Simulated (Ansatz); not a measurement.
AlGa3N4 (P-43m), a vibration from a frozen displacement

All numbers below come from Ansatz 0.2.0, DFT r2SCAN, scalar-relativistic, plane waves, PAW. Settings: plane waves to 500 eV, k-mesh 6×6×6 (Γ-centred), Gaussian smearing 0.05 eV. No spin polarisation. Energies are free energies at this smearing, counted from the undisturbed cell; pressure is positive in compression.

Reference structure (relaxed at this level; it needn't be the usual structure):

```yaml
crystal:
  lattice:
    - [4.46534, 0.00000, 0.00000]
    - [0.00000, 4.46534, 0.00000]
    - [0.00000, 0.00000, 4.46534]
  atoms:
    - { symbol: Al, position: [0.00000, 0.00000, 0.00000] }
    - { symbol: Ga, position: [0.50000, 0.50000, 0.00000] }
    - { symbol: Ga, position: [0.50000, 0.00000, 0.50000] }
    - { symbol: Ga, position: [0.00000, 0.50000, 0.50000] }
    - { symbol: N, position: [0.75535, 0.75535, 0.24465] }
    - { symbol: N, position: [0.75535, 0.24465, 0.75535] }
    - { symbol: N, position: [0.24465, 0.75535, 0.75535] }
    - { symbol: N, position: [0.24465, 0.24465, 0.24465] }
```

Atom 5 (N) is moved by x along the Cartesian unit vector (0.000, 0.707, -0.707); the cell and all other atoms stay fixed. The cell's volume is 89.04 Å³; the moved atoms weigh 14.007 u together and the others 278.172 u.

| x (Å) | ΔE (meV/cell) | total force on the moved atoms along the move (eV/Å) | pressure (GPa) |
| --- | --- | --- | --- |
| -0.3000 | 924.84 | 6.5211 | 3.2863 |
| -0.2250 | 507.05 | 4.6583 | 1.8261 |
| -0.1500 | 221.14 | 2.9937 | 0.8146 |
| -0.0750 | 54.64 | 1.4631 | 0.2164 |
| 0.0000 | 0.00 | -0.0007 | 0.0084 |
| 0.0750 | 54.80 | -1.4667 | 0.1808 |
| 0.1500 | 221.77 | -3.0032 | 0.7367 |
| 0.2250 | 508.70 | -4.6764 | 1.6927 |
| 0.2625 | 700.91 | -5.5837 | 2.3292 |
| 0.3000 | 928.20 | -6.5480 | 3.0770 |

What frequency belongs to this motion?

The force constant is k = −dF/dx = 19.532 eV/Å², from the parabola through x = -0.0750, 0 and 0.0750. In every cell the moved atoms swing against the rest, so the mass is μ = m₁m₂/(m₁ + m₂) = 13.336 u, and ν̃ = 521.5 cm⁻¹ × √(|k|/μ) = 631 cm⁻¹. The pattern needn't be a normal mode: ν̃² is then a weighted mean of the squared nonzero frequencies at the zone centre of this cell, taken without macroscopic field, so it lies between the lowest and the highest of them.

How far does the harmonic law reach?

At x = -0.300 Å, kx²/2 = 878.95 meV against the computed 924.84 meV (+5.2 %): the well is still close to harmonic there.

Cost: 10 runs of about 7.7 core-minutes in all, on Arm Neoverse V2 (shared hosts).

The nitrogen atom sits in a stiff, nearly symmetric well, and 631 cm⁻¹ is a plausible scale for a light anion held by short, polar-covalent bonds to Al and Ga. The near symmetry follows from the direction of the move: to first order it shortens the Al–N bond and lengthens one Ga–N bond, or the reverse, while the other two Ga–N bonds keep their length. The odd anharmonic terms of the two active bonds therefore largely cancel. The slightly higher energy at every positive displacement reflects the remaining difference between Al and Ga. Further out the well hardens on both sides, probably because repulsion in the compressed bond grows faster than the stretched bond softens.

The pressure also rises both ways, so the displaced lattice pushes outward and the force constant for this motion would fall on expansion, as is usual for bond-stretching vibrations. Because the move strains both kinds of bond together, the curvature doesn't show whether Al–N or Ga–N is the stiffer.
